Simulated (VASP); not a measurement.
# Au (P6_3/mmc) in VASP: notebook

One crystal, Au, is run at these levels: BLYP; tasks: single point.

All numbers are computed with VASP 6.6.1; they aren't measurements. Logs are shortened: lines on timing, memory, paths and dates and some standing lists are left out, and cuts for length are marked.

## Step 1: The structure

The structure is hexagonal, space group P6_3/mmc (No. 194). The conventional cell has a = 2.980 Å, b = 2.980 Å, c = 5.069 Å, α = 90.00°, β = 90.00°, γ = 120.00°. Au (site symmetry -6m2) is surrounded by 12 Au at 2.98 to 3.06 Å.

This isn't the form of Au at room conditions, which is fcc.

## Step 2: Single point, BLYP

Input file INCAR:

```
PREC     = Accurate       # precision mode
ENCUT    = 520            # plane-wave cutoff, eV
EDIFF    = 1E-6           # SCF threshold, eV
ISMEAR   = -1             # smearing method
SIGMA    = 0.1            # smearing width, eV
LREAL    = F              # projectors in reciprocal space
LASPH    = T              # aspherical terms in the spheres
NELM     = 80             # most SCF steps
ALGO     = Fast           # electronic algorithm
ISIF     = 2              # what is computed and relaxed
LWAVE    = F              # write WAVECAR
LCHARG   = F              # write CHGCAR
GGA      = B5             # functional
ALDAX    = 1.0          
AGGAX    = 1.0          
AGGAC    = 1.0          
ALDAC    = 0.0          
NBANDS   = 18             # bands
```

Input file KPOINTS:

```
Automatic mesh
0
Gamma
  20 20 10
```

Input file POSCAR:

```
Au
1.0
    2.9797605565      0.0000000000      0.0000000000
   -1.4898802782      2.5805483391      0.0000000000
    0.0000000000      0.0000000000      5.0685227568
Au
2
Direct
    0.3333333333      0.6666666667      0.2500000000
    0.6666666667      0.3333333333      0.7500000000
```

Potentials or basis: VASP PAW PBE potentials, release 64 (Au).

The run is started by

```
> cat potpaw_PBE.64/Au/POTCAR > POTCAR
> mpirun -np 1 vasp_std > vasp.out
```

OUTCAR:

```text
PREC = Accurate
   ENCUT = 520
   EDIFF = 1E-6
   ISMEAR = -1
   LREAL = F
   LASPH = T
   NELM = 80
   ISIF = 2
   GGA = B5

 ion  position               nearest neighbor table
   1  0.333  0.667  0.250-   2 3.06   2 3.06   2 3.06   2 3.06   2 3.06   2 3.06
   2  0.667  0.333  0.750-   1 3.06   1 3.06   1 3.06   1 3.06   1 3.06   1 3.06

  LATTYP: Found a hexagonal cell.
 ALAT       =     2.9797605565
 C/A-ratio  =     1.7009832370

  Lattice vectors:

 A1 = (   2.9797605565,   0.0000000000,   0.0000000000)
 A2 = (  -1.4898802782,   2.5805483391,   0.0000000000)
 A3 = (   0.0000000000,   0.0000000000,   5.0685227568)

Analysis of symmetry for initial positions (statically):
=====================================================================
 Subroutine PRICEL returns:
 Original cell was already a primitive cell.

 Routine SETGRP: Setting up the symmetry group for a
 hexagonal supercell.

 Subroutine GETGRP returns: Found 24 space group operations
 (whereof 12 operations were pure point group operations)
 out of a pool of 24 trial point group operations.

The static configuration has the point symmetry D_3d.
 The point group associated with its full space group is D_6h.

Analysis of symmetry for dynamics (positions and initial velocities):
=====================================================================
 Subroutine PRICEL returns:
 Original cell was already a primitive cell.

 Routine SETGRP: Setting up the symmetry group for a
 hexagonal supercell.

 Subroutine GETGRP returns: Found 24 space group operations
 (whereof 12 operations were pure point group operations)
 out of a pool of 24 trial point group operations.

The dynamic configuration has the point symmetry D_3d.
 The point group associated with its full space group is D_6h.

 Subroutine INISYM returns: Found 24 space group operations
 (whereof 12 operations are pure point group operations),
 and found     1 'primitive' translations

----------------------------------------------------------------------------------------

                                     Primitive cell

  volume of cell :      38.9740

  direct lattice vectors                    reciprocal lattice vectors
     2.979760557  0.000000000  0.000000000     0.335597435  0.193757269  0.000000000
    -1.489880278  2.580548339  0.000000000     0.000000000  0.387514539  0.000000000
     0.000000000  0.000000000  5.068522757     0.000000000  0.000000000  0.197296145

  length of vectors
     2.979760557  2.979760556  5.068522757     0.387514539  0.387514539  0.197296145

  position of ions in fractional coordinates (direct lattice)
     0.333333333  0.666666667  0.250000000
     0.666666667  0.333333333  0.750000000

  ion indices of the primitive-cell ions
   primitive index   ion index
                 1           1
                 2           2

----------------------------------------------------------------------------------------

 KPOINTS: Automatic mesh

Automatic generation of k-mesh.
 Grid dimensions read from file:
 generate k-points for:   20   20   10

 Generating k-lattice:

  Cartesian coordinates                     Fractional coordinates (reciprocal lattice)
     0.016779872  0.009687863  0.000000000     0.050000000  0.000000000  0.000000000
     0.000000000  0.019375727  0.000000000     0.000000000  0.050000000  0.000000000
     0.000000000  0.000000000  0.019729614     0.000000000  0.000000000  0.100000000

  Length of vectors
     0.019375727  0.019375727  0.019729614

  Shift w.r.t. Gamma in fractional coordinates (k-lattice)
     0.000000000  0.000000000  0.000000000

 Subroutine IBZKPT returns following result:
 ===========================================

 Found    264 irreducible k-points:

 Following reciprocal coordinates:
            Coordinates               Weight
  0.000000  0.000000  0.000000      1.000000
  0.050000  0.000000  0.000000      6.000000
  0.100000 -0.000000  0.000000      6.000000
  0.150000 -0.000000  0.000000      6.000000
  0.200000 -0.000000  0.000000      6.000000
  0.250000  0.000000  0.000000      6.000000
[... 16 lines left out ...]
  0.200000  0.100000  0.000000     12.000000
  0.250000  0.100000  0.000000     12.000000
 [... further k-points ...]
   k-points           NKPTS =    264   k-points in BZ     NKDIM =    264   number of bands    NBANDS=     18
   number of dos      NEDOS =    301   number of ions     NIONS =      2
   total plane-waves  NPLWV =  23040
   dimension x,y,z NGX =    24 NGY =   24 NGZ =   40
   dimension x,y,z NGXF=    48 NGYF=   48 NGZF=   80
   ions per type =               2
   NGX,Y,Z   is equivalent  to a cutoff of  13.39, 13.39, 13.12 a.u.
   NGXF,Y,Z  is equivalent  to a cutoff of  26.78, 26.78, 26.24 a.u.
 SYSTEM =  unknown system
   PREC   = accura    normal or accurate (medium, high low for compatibility)
   ISTART =      0    job   : 0-new  1-cont  2-samecut
   ICHARG =      2    charge: 1-file 2-atom 10-const
   ISPIN  =      1    spin polarized calculation?
   LNONCOLLINEAR =      F non collinear calculations
   LSORBIT =      F    spin-orbit coupling
   LASPH  =      T    aspherical Exc in radial PAW
   ENCUT  =  520.0 eV  38.22 Ry    6.18 a.u.   5.54  5.54  9.42*2*pi/ulx,y,z
   NELM   =     80;   NELMIN=  2; NELMDL= -5     # of ELM steps
   EDIFF  = 0.1E-05   stopping-criterion for ELM
   LREAL  =      F    real-space projection
   EDIFFG = 0.1E-04   stopping-criterion for IOM
   NSW    =      0    number of steps for IOM
   IBRION =     -1    ionic relax: 0-MD 1-quasi-New 2-CG
   NFREE  =      0    steps in history (QN), initial steepest desc. (CG)
   ISIF   =      2    stress and relaxation
   ISYM   =      2    0-nonsym 1-usesym 2-fastsym
   POTIM  = 0.5000    time-step for ionic-motion
   TEBEG  =    0.0;   TEEND  =   0.0 temperature during run
   PSTRESS=    0.0 pullay stress
   NELECT =      22.0000    total number of electrons
   NUPDOWN=      -1.0000    fix difference up-down
   EMIN   =  10.00;   EMAX   =-10.00  energy-range for DOS
   EFERMI =   0.00;   METHOD = LEGACY
   ISMEAR =    -1;   SIGMA  =   0.10  broadening in eV -4-tet -1-fermi 0-gaus
   EFERMI_NEDOS =   21; number of points for ismear=-14 and -15
   IALGO  =     68    algorithm
   IMIX   =      4    mixing-type and parameters
     AMIX     =   0.40;   BMIX     =  1.00
     AMIX_MAG =   1.60;   BMIX_MAG =  1.00
  volume/ion in A,a.u.               =      19.49       131.50
  Fermi-wavevector in a.u.,A,eV,Ry     =   1.352978  2.556758 24.906145  1.830550
  Thomas-Fermi vector in A             =   2.480272
   LORBIT       =      0    0 simple, 1 ext, 2 COOP (PROOUT), +10 PAW based schemes
   GGA     = B5    functional components
   LHFCALC =     F    Hartree Fock is set to
   AEXX    =    0.0000 exact exchange contribution
   IVDW    =     0    specifies the selected vdW correction
   LEPSILON=     F    determine dielectric tensor
   LRPA    =     F    only Hartree local field effects (RPA)
 non-spin polarized calculation
 RMM-DIIS sequential band-by-band and
  energy-cutoff  :      520.00
  volume of cell :       38.97
 maximum number of plane-waves:      1075
 NGX is ok and might be reduce to    24
   NGX = 11   NGY = 11   NGZ = 19

 number of electron      22.0000002 magnetization

 Free energy of the ion-electron system (eV)
  ---------------------------------------------------
  ext. energy  EPLUGINS =         0.00000000
  ---------------------------------------------------
  free energy    TOTEN  =        -4.91099367 eV

  energy without entropy =       -4.88901918  energy(sigma->0) =       -4.90000642

 E-fermi :   7.9652     XC(G=0): -11.3019

 val. band max:        7.9625435958   @ k =   0.4000   0.1000   0.2000
 cond. band min:       7.9733962466   @ k =   0.2000   0.1500   0.3000
 fundamental gap:      0.0108526508
 Fermi energy:         7.9651977041

 k-point     1 :       0.0000    0.0000    0.0000
  band No.  band energies     occupation
      1      -0.5076      2.00000
      2       1.6320      2.00000
      3       3.6653      2.00000
      4       3.9490      2.00000
      5       3.9490      2.00000
      6       4.1764      2.00000
[... 10 lines left out ...]
     17      25.2390      0.00000
     18      25.2390      0.00000

 k-point     2 :       0.0500    0.0000    0.0000
  band No.  band energies     occupation
      1      -0.4358      2.00000
      2       1.6911      2.00000
      3       3.6564      2.00000
      4       3.9555      2.00000
      5       3.9932      2.00000
      6       4.1534      2.00000
[... 10 lines left out ...]
     17      24.8293      0.00000
     18      25.2556      0.00000

 k-point     3 :       0.1000   -0.0000    0.0000
  band No.  band energies     occupation
      1      -0.2236      2.00000
      2       1.8597      2.00000
      3       3.6126      2.00000
      4       3.9875      2.00000
      5       4.1058      2.00000
      6       4.1235      2.00000
[... 10 lines left out ...]
     17      23.9461      0.00000
     18      25.5677      0.00000

 k-point     4 :       0.1500   -0.0000    0.0000
  band No.  band energies     occupation
      1       0.1168      2.00000
      2       2.1057      2.00000
      3       3.5382      2.00000
      4       3.9466      2.00000
      5       4.1807      2.00000
      6       4.3101      2.00000
[... 10 lines left out ...]
     17      24.2670      0.00000
     18      25.4676      0.00000

 k-point     5 :       0.2000   -0.0000    0.0000
  band No.  band energies     occupation
      1       0.5607      2.00000
      2       2.3523      2.00000
      3       3.5057      2.00000
      4       3.8501      2.00000
      5       3.9261      2.00000
      6       4.3962      2.00000
[... 10 lines left out ...]
     17      24.2711      0.00000
     18      24.8569      0.00000

 k-point     6 :       0.2500    0.0000    0.0000
  band No.  band energies     occupation
      1       1.0601      2.00000
      2       2.4736      2.00000
      3       3.5516      2.00000
      4       3.6242      2.00000
      5       3.7880      2.00000
      6       4.3687      2.00000
[... 10 lines left out ...]
     17      23.0826      0.00000
     18      24.6771      0.00000

 k-point     7 :       0.3000   -0.0000    0.0000
  band No.  band energies     occupation
      1       1.5306      2.00000
      2       2.4389      2.00000
      3       3.2273      2.00000
      4       3.7883      2.00000
      5       3.9286      2.00000
      6       4.2568      2.00000
[... 10 lines left out ...]
     17      22.0103      0.00000
     18      24.1067      0.00000

 k-point     8 :       0.3500    0.0000    0.0000
  band No.  band energies     occupation
      1       1.8697      2.00000
      2       2.3393      2.00000
      3       2.9678      2.00000
      4       3.9286      2.00000
      5       4.1612      2.00000
      6       4.2646      2.00000
[... 10 lines left out ...]
     17      20.9781      0.00000
     18      23.5589      0.00000
[... 229 lines left out ...]
     17      19.6563      0.00000
     18      22.9124      0.00000

 k-point    20 :       0.4500    0.0500    0.0000
  band No.  band energies     occupation
      1       2.1681      2.00000
      2       2.2002      2.00000
      3       2.6450      2.00000
      4       4.0136      2.00000
      5       4.1234      2.00000
      6       4.3212      2.00000
[... 10 lines left out ...]
     17      19.0966      0.00000
     18      22.7504      0.00000

 k-point    21 :       0.1000    0.1000    0.0000
  band No.  band energies     occupation
      1       0.3166      2.00000
      2       2.2527      2.00000
      3       3.4619      2.00000
      4       3.9537      2.00000
      5       4.1384      2.00000
      6       4.2035      2.00000
[... 10 lines left out ...]
     17      24.9948      0.00000
     18      25.0425      0.00000

 k-point    22 :       0.1500    0.1000    0.0000
  band No.  band energies     occupation
      1       0.7539      2.00000
      2       2.5111      2.00000
      3       3.3723      2.00000
      4       3.8510      2.00000
      5       3.8710      2.00000
      6       4.2693      2.00000
[... 10 lines left out ...]
     17      24.8802      0.00000
     18      24.9210      0.00000

 k-point    23 :       0.2000    0.1000    0.0000
  band No.  band energies     occupation
      1       1.2518      2.00000
      2       2.6592      2.00000
      3       3.4046      2.00000
      4       3.5092      2.00000
      5       3.8262      2.00000
      6       4.1509      2.00000
[... 10 lines left out ...]
     17      23.1777      0.00000
     18      24.3430      0.00000

 k-point    24 :       0.2500    0.1000    0.0000
  band No.  band energies     occupation
      1       1.7293      2.00000
      2       2.6213      2.00000
      3       3.2121      2.00000
      4       3.5993      2.00000
      5       3.8936      2.00000
      6       4.0571      2.00000
[... 10 lines left out ...]
     17      22.1263      0.00000
     18      23.6715      0.00000

 [... further k-points ...]
[... 5 lines left out ...]
  --------------------------------------------------------------------------------------
  -------------------------------------------------------------------------------------
  Total        0.1363463      0.1363463      0.1149191      0.0000000      0.0000000      0.0000000
  in kB        5.6050460      5.6050460      4.7241953      0.0000000      0.0000000      0.0000000
  external PRESSURE =       5.3114291 kB  Pullay stress =       0.0000000 kB

 VOLUME and BASIS-vectors are now :
 -----------------------------------------------------------------------------
  energy-cutoff  :      520.00
  volume of cell :       38.97
      direct lattice vectors                 reciprocal lattice vectors
     2.979760557  0.000000000  0.000000000     0.335597435  0.193757269  0.000000000
    -1.489880278  2.580548339  0.000000000     0.000000000  0.387514539  0.000000000
     0.000000000  0.000000000  5.068522757     0.000000000  0.000000000  0.197296145

 POSITION                                       TOTAL-FORCE (eV/Angst)
 -----------------------------------------------------------------------------------
     -0.00000      1.72037      1.26713        -0.000000     -0.000000      0.000000
      1.48988      0.86018      3.80139         0.000000      0.000000      0.000000
 -----------------------------------------------------------------------------------
    total drift:                               -0.000000      0.000000     -0.000000

  FREE ENERGIE OF THE ION-ELECTRON SYSTEM (eV)
  ---------------------------------------------------
  free  energy   TOTEN  =        -4.9109936704 eV

  energy  without entropy=       -4.8890191755  energy(sigma->0) =       -4.90000642
```

Run time: 91 s. Hardware: 1 thread of AMD EPYC 9R45 (Zen 5), shared host; peak memory 0.24 GiB.

Results:

- Free energy: -4.9110 eV
- Pressure: 0.5 GPa
- Band gap on the k mesh: none (metal or under the smearing width)

Caveat: the PAW data sets were made with another functional, which shifts forces and pressure a little. The run has no spin-orbit coupling, so splittings on Au are missing.

(Part 1 of 2 ends here.)
